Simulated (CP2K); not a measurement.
Runs of CP2K 2026.2 on AlN. The structure is cubic, space group F-43m (No. 216). The conventional cell has a = 4.368 Å, b = 4.368 Å, c = 4.368 Å, α = 90.00°, β = 90.00°, γ = 90.00°. Al (site symmetry -43m) is surrounded by 4 N at 1.89 Å. Around N (site symmetry -43m) lie 4 Al at 1.89 Å. Measurements of this composition are mostly on another form, of space group No. 186.

```tsv
level	potentials or basis	smearing	EPS_DEFAULT	NGRIDS	points a segment of the path (NPOINTS)	bands added on the path	CUTOFF of the grids	gap on the mesh (eV)	pressure (GPa)
r2SCAN	POTENTIAL_UZH Al GTH-SCAN-q3, N GTH-SCAN-q5; TZVP-MOLOPT-SCAN-GTH basis	fermi-dirac 0.1 eV	1.0E-9	5	8	4	675 Ry	4.01	-2.3
PBEsol	POTENTIAL_UZH Al GTH-PBE-q3, N GTH-PBE-q5; TZVP-MOLOPT-PBE-GTH basis	fermi-dirac 0.1 eV	1.0E-9	5	6	2	450 Ry	3.17	(a)
LDA	GTH_POTENTIALS Al GTH-PADE-q3, N GTH-PADE-q5; TZVP-MOLOPT-PBE-GTH basis	fermi-dirac 0.0259 eV	1.0E-10	4	6	6	450 Ry	3.25	-4.9
TB-mBJ	POTENTIAL_UZH Al GTH-PBE-q3, N GTH-PBE-q5; TZVP-MOLOPT-PBE-GTH basis	fermi-dirac 0.0259 eV	1.0E-10	4	6	6	675 Ry	(b)	-
```

Alike in all rows: task band structure; no spin polarisation; cell as given; k mesh 10 × 10 × 10.

Question: Estimate the missing entries.

Answer: (a) 3.4; (b) 3.99.

Caveats: the basis of atomic orbitals isn't converged, which shifts pressures, moduli and gaps; the potentials were made for another functional, which shifts forces and pressure (some runs); this is a model potential without an energy functional, so only levels have meaning (some runs).

Runs at the PBE level aren't shown here.
